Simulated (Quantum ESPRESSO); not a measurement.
# TiO2 (P4_2/mnm) in Quantum ESPRESSO: reference runs

Aim: a first look at TiO2 with PBE, on the cell as given and on a disturbed one.

Program: Quantum ESPRESSO 7.5. These are calculated values, not measurements. Logs are shortened: lines on timing, memory, paths and dates and some standing lists are left out, and cuts for length are marked.

## 1. Starting point

The structure is tetragonal, space group P4_2/mnm (No. 136). Conventional cell: a = 4.600 Å, b = 4.600 Å, c = 2.959 Å, α = 90.00°, β = 90.00°, γ = 90.00°. Around Ti (site symmetry mmm) lie 6 O at 1.95 to 1.98 Å. O (site symmetry m2m) is surrounded by 3 Ti at 1.95 to 1.98 Å.

The cell is a database's computed one.

## 2. Single point, PBE

File pw.in:

```
&CONTROL
  calculation = 'scf'
  prefix = 'pwscf'
  outdir = './tmp'
  pseudo_dir = './pseudo'
  tprnfor = .true.
  tstress = .true.
  disk_io = 'low'
/
&SYSTEM
  ibrav = 0
  nat = 6
  ntyp = 2
  ecutwfc = 55
  ecutrho = 440
  nbnd = 33
  occupations = 'smearing'
  smearing = 'fd'
  degauss = 0.00367493
/
&ELECTRONS
  conv_thr = 1.2d-09
  electron_maxstep = 120
  mixing_beta = 0.5
/
ATOMIC_SPECIES
Ti    47.8670 ti_pbe_v1.4.uspp.F.UPF
O     15.9990 O.pbe-n-kjpaw_psl.0.1.UPF
CELL_PARAMETERS angstrom
   4.5998373239    0.0000000000    0.0000000000
   0.0000000000    4.5998373239    0.0000000000
   0.0000000000    0.0000000000    2.9592135600
ATOMIC_POSITIONS crystal
Ti     0.0000000000    0.0000000000    0.5000000000
Ti     0.5000000000    0.5000000000    0.0000000000
O      0.3043213200    0.3043213200    0.5000000000
O      0.1956786800    0.8043213200    0.0000000000
O      0.8043213200    0.1956786800    0.0000000000
O      0.6956786800    0.6956786800    0.5000000000
K_POINTS automatic
6 6 9 0 0 0
```

File pp_density.in:

```
&INPUTPP
  prefix = 'pwscf'
  outdir = './tmp'
  filplot = 'density.dat'
  plot_num = 0
/
&PLOT
  nfile = 1
  filepp(1) = 'density.dat'
  iflag = 3
  output_format = 6
  fileout = 'density.cube'
/
```

File pp_potential.in:

```
&INPUTPP
  prefix = 'pwscf'
  outdir = './tmp'
  filplot = 'potential.dat'
  plot_num = 11
/
&PLOT
  nfile = 1
  filepp(1) = 'potential.dat'
  iflag = 3
  output_format = 6
  fileout = 'potential.cube'
/
```

Potentials or basis: SSSP 1.3 efficiency PBE.

Started as:

```
$ OMP_NUM_THREADS=1 pw.x -in pw.in > pw.out
$ OMP_NUM_THREADS=1 pp.x -in pp_density.in > pp_density.out
$ OMP_NUM_THREADS=1 pp.x -in pp_potential.in > pp_potential.out
```

pw.out:

```text
This program is part of the open-source Quantum ESPRESSO suite
     for quantum simulation of materials; please cite
         "P. Giannozzi et al., J. Phys.:Condens. Matter 21 395502 (2009);
         "P. Giannozzi et al., J. Phys.:Condens. Matter 29 465901 (2017);
         "P. Giannozzi et al., J. Chem. Phys. 152 154105 (2020);
     in publications or presentations arising from this work. More details at

     file O.pbe-n-kjpaw_psl.0.1.UPF: wavefunction(s)  2P renormalized
     Message from routine setup:
     using ibrav=0 with symmetry is DISCOURAGED, use correct ibrav instead

     G-vector sticks info
     --------------------
     sticks:   dense  smooth     PW     G-vecs:    dense   smooth      PW
     Sum        2637    1321    401                65809    23275    3839

     Using Slab Decomposition

     bravais-lattice index     =            0
     lattice parameter (alat)  =       8.6924  a.u.
     unit-cell volume          =     422.5303 (a.u.)^3
     number of atoms/cell      =            6
     number of atomic types    =            2
     number of electrons       =        48.00
     number of Kohn-Sham states=           33
     kinetic-energy cutoff     =      55.0000  Ry
     charge density cutoff     =     440.0000  Ry
     scf convergence threshold =      1.2E-09
     mixing beta               =       0.5000
     number of iterations used =            8  plain     mixing
     Exchange-correlation= SLA  PW   PBX  PBC
                           (   1   4   3   4   0   0   0)

     celldm(1)=   8.692433  celldm(2)=   0.000000  celldm(3)=   0.000000
     celldm(4)=   0.000000  celldm(5)=   0.000000  celldm(6)=   0.000000

     crystal axes: (cart. coord. in units of alat)
               a(1) = (   1.000000   0.000000   0.000000 )
               a(2) = (   0.000000   1.000000   0.000000 )
               a(3) = (   0.000000   0.000000   0.643330 )

     reciprocal axes: (cart. coord. in units 2 pi/alat)
               b(1) = (  1.000000  0.000000  0.000000 )
               b(2) = (  0.000000  1.000000  0.000000 )
               b(3) = (  0.000000  0.000000  1.554412 )

     PseudoPot. # 1 for Ti read from file:
     ti_pbe_v1.4.uspp.F.UPF
     Pseudo is Ultrasoft + core correction, Zval = 12.0
     Generated by new atomic code, or converted to UPF format
     Using radial grid of  851 points,  6 beta functions with:
                l(1) =   0
                l(2) =   0
                l(3) =   1
                l(4) =   1
                l(5) =   2
                l(6) =   2
     Q(r) pseudized with  6 coefficients,  rinner =    1.000   1.000   1.000
                                                       1.000   1.000

     PseudoPot. # 2 for O  read from file:
     O.pbe-n-kjpaw_psl.0.1.UPF
     Pseudo is Projector augmented-wave + core cor, Zval =  6.0
     Generated using "atomic" code by A. Dal Corso  v.5.0.99 svn rev. 10869
     Shape of augmentation charge: BESSEL
     Using radial grid of 1095 points,  4 beta functions with:
                l(1) =   0
                l(2) =   0
                l(3) =   1
                l(4) =   1
     Q(r) pseudized with 0 coefficients

     atomic species   valence    mass     pseudopotential
     Ti               12.00    47.86700     Ti( 1.00)
     O                 6.00    15.99900     O ( 1.00)

     16 Sym. Ops., with inversion, found ( 8 have fractional translation)

   Cartesian axes

     site n.     atom                  positions (alat units)
         1        Ti     tau(   1) = (   0.0000000   0.0000000   0.3216650  )
         2        Ti     tau(   2) = (   0.5000000   0.5000000   0.0000000  )
         3        O      tau(   3) = (   0.3043213   0.3043213   0.3216650  )
         4        O      tau(   4) = (   0.1956787   0.8043213   0.0000000  )
         5        O      tau(   5) = (   0.8043213   0.1956787   0.0000000  )
         6        O      tau(   6) = (   0.6956787   0.6956787   0.3216650  )

     number of k points=    50  Fermi-Dirac smearing, width (Ry)=  0.0037
                       cart. coord. in units 2pi/alat
        k(    1) = (   0.0000000   0.0000000   0.0000000), wk =   0.0061728
        k(    2) = (   0.0000000   0.0000000   0.1727125), wk =   0.0123457
        k(    3) = (   0.0000000   0.0000000   0.3454249), wk =   0.0123457
        k(    4) = (   0.0000000   0.0000000   0.5181374), wk =   0.0123457
        k(    5) = (   0.0000000   0.0000000   0.6908498), wk =   0.0123457
        k(    6) = (   0.0000000   0.1666667   0.0000000), wk =   0.0246914
[... 42 lines left out ...]
        k(   49) = (  -0.5000000  -0.5000000   0.5181374), wk =   0.0123457
        k(   50) = (  -0.5000000  -0.5000000   0.6908498), wk =   0.0123457

     Dense  grid:    65809 G-vectors     FFT dimensions: (  60,  60,  40)

     Smooth grid:    23275 G-vectors     FFT dimensions: (  48,  48,  30)

     Check: negative core charge=   -0.000004

     Initial potential from superposition of free atoms

     starting charge      45.9999, renormalised to      48.0000

     negative rho (up, down):  2.509E-03 0.000E+00
     Starting wfcs are   36 randomized atomic wfcs

     Self-consistent Calculation

     iteration #  1     ecut=    55.00 Ry     beta= 0.50
     Davidson diagonalization with overlap
     ethr =  1.00E-02,  avg # of iterations =  2.0

     negative rho (up, down):  3.808E-03 0.000E+00

     total energy              =    -405.35645328 Ry
     estimated scf accuracy    <       1.28116693 Ry

     iteration #  2     ecut=    55.00 Ry     beta= 0.50
     Davidson diagonalization with overlap
     ethr =  2.67E-03,  avg # of iterations =  4.0
[... 87 lines left out ...]
     iteration # 12     ecut=    55.00 Ry     beta= 0.50
     Davidson diagonalization with overlap
     ethr =  3.72E-11,  avg # of iterations =  2.0

     negative rho (up, down):  2.408E-03 0.000E+00

     End of self-consistent calculation

          k = 0.0000 0.0000 0.0000 (  2913 PWs)   bands (ev):

   -47.7816 -47.7647 -24.1013 -24.1013 -23.9378 -23.9378 -23.8960 -23.8625
    -9.0886  -7.9204  -7.1948  -7.1948   3.3556   3.7775   4.2085   5.3075
     5.3075   6.5609   6.5609   7.1311   8.4052   8.6576   8.6576   9.1157
    10.9721  11.2593  11.5068  11.6063  11.6063  13.4927  13.6739  15.6952
    15.6952

          k = 0.0000 0.0000 0.1727 (  2913 PWs)   bands (ev):
[... 385 lines left out ...]
   -47.7342 -47.7342 -24.3116 -24.3116 -23.9721 -23.9721 -23.9368 -23.9368
    -7.7785  -7.7785  -7.5467  -7.5467   4.3952   4.3952   4.5601   4.5601
     5.5944   5.5944   6.4345   6.4345   7.7921   7.7921   8.4063   8.4063
    11.7521  11.7521  12.2924  12.2924  12.2951  12.2951  15.0352  15.0354
    15.0815

     the Fermi energy is    10.0202 ev

!    total energy              =    -405.92575825 Ry
     estimated scf accuracy    <          2.3E-11 Ry
     smearing contrib. (-TS)   =      -0.00000000 Ry
     internal energy E=F+TS    =    -405.92575825 Ry

     The total energy is F=E-TS. E is the sum of the following terms:
     one-electron contribution =    -123.73296218 Ry
     hartree contribution      =      85.79835251 Ry
     xc contribution           =     -65.84491535 Ry
     ewald contribution        =    -264.08762723 Ry
     one-center paw contrib.   =     -38.05860601 Ry

     convergence has been achieved in  12 iterations

     negative rho (up, down):  2.408E-03 0.000E+00

     Forces acting on atoms (cartesian axes, Ry/au):

     atom    1 type  1   force =     0.00000000    0.00000000    0.00000000
     atom    2 type  1   force =     0.00000000    0.00000000    0.00000000
     atom    3 type  2   force =     0.00013670    0.00013670   -0.00000000
     atom    4 type  2   force =    -0.00013670    0.00013670   -0.00000000
     atom    5 type  2   force =     0.00013670   -0.00013670   -0.00000000
     atom    6 type  2   force =    -0.00013670   -0.00013670   -0.00000000

     Total force =     0.000387     Total SCF correction =     0.000003

     Computing stress (Cartesian axis) and pressure

     negative rho (up, down):  2.408E-03 0.000E+00
          total   stress  (Ry/bohr**3)                   (kbar)     P=       39.24
   0.00028539   0.00000000   0.00000000           41.98        0.00        0.00
   0.00000000   0.00028539   0.00000000            0.00       41.98        0.00
   0.00000000   0.00000000   0.00022938            0.00        0.00       33.74

=------------------------------------------------------------------------------=
   JOB DONE.
=------------------------------------------------------------------------------=
```

Run time: 1.9 min. Hardware: 1 thread of Arm Neoverse V1, shared host; peak memory 0.33 GiB.

What came out:

```yaml
Free_energy: -5522.9013 eV
Pressure: 3.9 GPa
Largest_force: 0.005 eV/Å
Band_gap_on_the_k_mesh: 1.86 eV, direct
```

Forces in eV/Å, atoms in the order of the input:
```
Ti   0.000  0.000  0.000
Ti   0.000  0.000  0.000
O    0.004  0.004  0.000
O   -0.004  0.004  0.000
O    0.004 -0.004  0.000
O   -0.004 -0.004  0.000
```

Levels at points of the mesh, in eV from the valence-band top:
| k point | band 20 | band 21 | band 22 | band 23 | band 24 | band 25 | band 26 | band 27 | band 28 | band 29 |
| --- | --- | --- | --- | --- | --- | --- | --- | --- | --- | --- |
| (0.00, 0.00, 0.00) | -1.98 | -0.71 | -0.46 | -0.46 | 0.00 | 1.86 | 2.14 | 2.39 | 2.49 | 2.49 |
| (0.00, -0.50, 0.00) | -3.06 | -1.65 | -1.65 | -0.74 | -0.74 | 2.52 | 2.52 | 3.01 | 3.01 | 3.55 |
| (-0.50, -0.50, 0.00) | -2.18 | -1.31 | -1.31 | -1.08 | -1.08 | 1.89 | 1.89 | 2.51 | 2.51 | 3.82 |

Caveat: an odd mesh through Γ misses points on the zone boundary, where band edges often lie.

## 3. Single point, PBE (atoms moved at random, drawn with an rms of 0.05 Å)

Edit pw.in of step 2 so:

```diff
@@ -7,3 +7,3 @@
   tstress = .true.
-  disk_io = 'low'
+  disk_io = 'nowf'
 /
@@ -33,8 +33,8 @@
 ATOMIC_POSITIONS crystal
-Ti     0.0000000000    0.0000000000    0.5000000000
-Ti     0.5000000000    0.5000000000    0.0000000000
-O      0.3043213200    0.3043213200    0.5000000000
-O      0.1956786800    0.8043213200    0.0000000000
-O      0.8043213200    0.1956786800    0.0000000000
-O      0.6956786800    0.6956786800    0.5000000000
+Ti    -0.0071520000    0.0075740000    0.4974220000
+Ti     0.4918730000    0.5106150000   -0.0034650000
+O      0.3065360000    0.3035420000    0.4963890000
+O      0.1892690000    0.8078500000    0.0048570000
+O      0.7955150000    0.1941590000    0.0070300000
+O      0.6990960000    0.7056660000    0.5098970000
 K_POINTS automatic
```

Potentials or basis: SSSP 1.3 efficiency PBE.

Started as:

```
$ OMP_NUM_THREADS=1 pw.x -in pw.in > pw.out
```

pw.out:

```text
This program is part of the open-source Quantum ESPRESSO suite
     for quantum simulation of materials; please cite
         "P. Giannozzi et al., J. Phys.:Condens. Matter 21 395502 (2009);
         "P. Giannozzi et al., J. Phys.:Condens. Matter 29 465901 (2017);
         "P. Giannozzi et al., J. Chem. Phys. 152 154105 (2020);
     in publications or presentations arising from this work. More details at

     file O.pbe-n-kjpaw_psl.0.1.UPF: wavefunction(s)  2P renormalized

     G-vector sticks info
     --------------------
     sticks:   dense  smooth     PW     G-vecs:    dense   smooth      PW
     Sum        2637    1321    401                65809    23275    3839

     Using Slab Decomposition

     bravais-lattice index     =            0
     lattice parameter (alat)  =       8.6924  a.u.
     unit-cell volume          =     422.5303 (a.u.)^3
     number of atoms/cell      =            6
     number of atomic types    =            2
     number of electrons       =        48.00
     number of Kohn-Sham states=           33
     kinetic-energy cutoff     =      55.0000  Ry
     charge density cutoff     =     440.0000  Ry
     scf convergence threshold =      1.2E-09
     mixing beta               =       0.5000
     number of iterations used =            8  plain     mixing
     Exchange-correlation= SLA  PW   PBX  PBC
                           (   1   4   3   4   0   0   0)

     celldm(1)=   8.692433  celldm(2)=   0.000000  celldm(3)=   0.000000
     celldm(4)=   0.000000  celldm(5)=   0.000000  celldm(6)=   0.000000

     crystal axes: (cart. coord. in units of alat)
               a(1) = (   1.000000   0.000000   0.000000 )
               a(2) = (   0.000000   1.000000   0.000000 )
               a(3) = (   0.000000   0.000000   0.643330 )

     reciprocal axes: (cart. coord. in units 2 pi/alat)
               b(1) = (  1.000000  0.000000  0.000000 )
               b(2) = (  0.000000  1.000000  0.000000 )
               b(3) = (  0.000000  0.000000  1.554412 )

     PseudoPot. # 1 for Ti read from file:
     ti_pbe_v1.4.uspp.F.UPF
     Pseudo is Ultrasoft + core correction, Zval = 12.0
     Generated by new atomic code, or converted to UPF format
     Using radial grid of  851 points,  6 beta functions with:
                l(1) =   0
                l(2) =   0
                l(3) =   1
                l(4) =   1
                l(5) =   2
                l(6) =   2
     Q(r) pseudized with  6 coefficients,  rinner =    1.000   1.000   1.000
                                                       1.000   1.000

     PseudoPot. # 2 for O  read from file:
     O.pbe-n-kjpaw_psl.0.1.UPF
     Pseudo is Projector augmented-wave + core cor, Zval =  6.0
     Generated using "atomic" code by A. Dal Corso  v.5.0.99 svn rev. 10869
     Shape of augmentation charge: BESSEL
     Using radial grid of 1095 points,  4 beta functions with:
                l(1) =   0
                l(2) =   0
                l(3) =   1
                l(4) =   1
     Q(r) pseudized with 0 coefficients

     atomic species   valence    mass     pseudopotential
     Ti               12.00    47.86700     Ti( 1.00)
     O                 6.00    15.99900     O ( 1.00)

     No symmetry found

   Cartesian axes

     site n.     atom                  positions (alat units)
         1        Ti     tau(   1) = (  -0.0071520   0.0075740   0.3200065  )
         2        Ti     tau(   2) = (   0.4918730   0.5106150  -0.0022291  )
         3        O      tau(   3) = (   0.3065360   0.3035420   0.3193420  )
         4        O      tau(   4) = (   0.1892690   0.8078500   0.0031247  )
         5        O      tau(   5) = (   0.7955150   0.1941590   0.0045226  )
         6        O      tau(   6) = (   0.6990960   0.7056660   0.3280321  )

     number of k points=   164  Fermi-Dirac smearing, width (Ry)=  0.0037

     Number of k-points >= 100: set verbosity='high' to print them.

     Dense  grid:    65809 G-vectors     FFT dimensions: (  60,  60,  40)

     Smooth grid:    23275 G-vectors     FFT dimensions: (  45,  45,  27)

     Check: negative core charge=   -0.000004

     Initial potential from superposition of free atoms

     starting charge      45.9999, renormalised to      48.0000

     negative rho (up, down):  2.961E-03 0.000E+00
     Starting wfcs are   36 randomized atomic wfcs

     Self-consistent Calculation

     iteration #  1     ecut=    55.00 Ry     beta= 0.50
     Davidson diagonalization with overlap
     ethr =  1.00E-02,  avg # of iterations =  2.0

     negative rho (up, down):  4.015E-03 0.000E+00

     total energy              =    -405.35355044 Ry
     estimated scf accuracy    <       1.28003277 Ry

     iteration #  2     ecut=    55.00 Ry     beta= 0.50
     Davidson diagonalization with overlap
     ethr =  2.67E-03,  avg # of iterations =  3.9

     negative rho (up, down):  2.625E-03 0.000E+00

     total energy              =    -404.77990852 Ry
     estimated scf accuracy    <       6.51641840 Ry
[... 82 lines left out ...]
     iteration # 12     ecut=    55.00 Ry     beta= 0.50
     Davidson diagonalization with overlap
     ethr =  6.57E-10,  avg # of iterations =  1.2

     negative rho (up, down):  2.820E-03 0.000E+00

     total energy              =    -405.92317413 Ry
     estimated scf accuracy    <          8.1E-09 Ry

     iteration # 13     ecut=    55.00 Ry     beta= 0.50
     Davidson diagonalization with overlap
     ethr =  1.68E-11,  avg # of iterations =  3.6

     negative rho (up, down):  2.820E-03 0.000E+00

     End of self-consistent calculation

     Number of k-points >= 100: set verbosity='high' to print the bands.

     the Fermi energy is    10.0165 ev

!    total energy              =    -405.92317414 Ry
     estimated scf accuracy    <          6.1E-10 Ry
     smearing contrib. (-TS)   =      -0.00000000 Ry
     internal energy E=F+TS    =    -405.92317414 Ry

     The total energy is F=E-TS. E is the sum of the following terms:
     one-electron contribution =    -123.54631406 Ry
     hartree contribution      =      85.70896369 Ry
     xc contribution           =     -65.84253726 Ry
     ewald contribution        =    -264.18429286 Ry
     one-center paw contrib.   =     -38.05899365 Ry

     convergence has been achieved in  13 iterations

     negative rho (up, down):  2.820E-03 0.000E+00

     Forces acting on atoms (cartesian axes, Ry/au):

     atom    1 type  1   force =    -0.00158883    0.00390916    0.00042466
     atom    2 type  1   force =     0.00187109   -0.00324935   -0.00117654
     atom    3 type  2   force =     0.00254642    0.01745609    0.00987013
     atom    4 type  2   force =     0.01365706   -0.00883728   -0.00002935
     atom    5 type  2   force =     0.00567455    0.01457376   -0.00333018
     atom    6 type  2   force =    -0.02216028   -0.02385238   -0.00575872

     Total force =     0.045338     Total SCF correction =     0.000055

     Computing stress (Cartesian axis) and pressure

     negative rho (up, down):  2.820E-03 0.000E+00
          total   stress  (Ry/bohr**3)                   (kbar)     P=       38.13
   0.00028314   0.00001205  -0.00002080           41.65        1.77       -3.06
   0.00001205   0.00027279  -0.00003764            1.77       40.13       -5.54
  -0.00002080  -0.00003764   0.00022174           -3.06       -5.54       32.62

=------------------------------------------------------------------------------=
   JOB DONE.
=------------------------------------------------------------------------------=
```

Wall time 5.7 min (1 thread of Arm Neoverse V1, shared host); peak memory 0.5 GiB.

What came out:

| Property | Result |
| --- | --- |
| Free energy | -5522.8661 eV |
| Pressure | 3.8 GPa |
| Largest force | 0.850 eV/Å |
| Band gap on the k mesh | 1.79 eV, indirect (least direct gap 1.81 eV) |

Forces in eV/Å, atoms in the order of the input:
```
Ti  -0.041  0.101  0.011
Ti   0.048 -0.084 -0.030
O    0.065  0.449  0.254
O    0.351 -0.227 -0.001
O    0.146  0.375 -0.086
O   -0.570 -0.613 -0.148
```

Levels at points of the mesh, in eV from the valence-band top:
```csv
k point,band 21,band 22,band 23,band 24,band 25,band 26,band 27,band 28
"(0.00, 0.00, 0.00)",-0.75,-0.51,-0.49,0.00,1.81,2.11,2.37,2.46
"(0.00, -0.50, 0.00)",-1.71,-1.65,-0.76,-0.73,2.37,2.54,2.96,3.10
"(-0.50, -0.50, 0.00)",-1.37,-1.32,-1.15,-1.11,1.79,1.94,2.47,2.54
"(-0.50, 0.00, 0.00)",-1.79,-1.58,-0.81,-0.70,2.38,2.54,2.92,3.14
```

Caveat: an odd mesh through Γ misses points on the zone boundary, where band edges often lie.

## 4. Against experiment

Step 2. The gap isn't set beside the measured one, since this odd mesh misses points on the zone boundary.
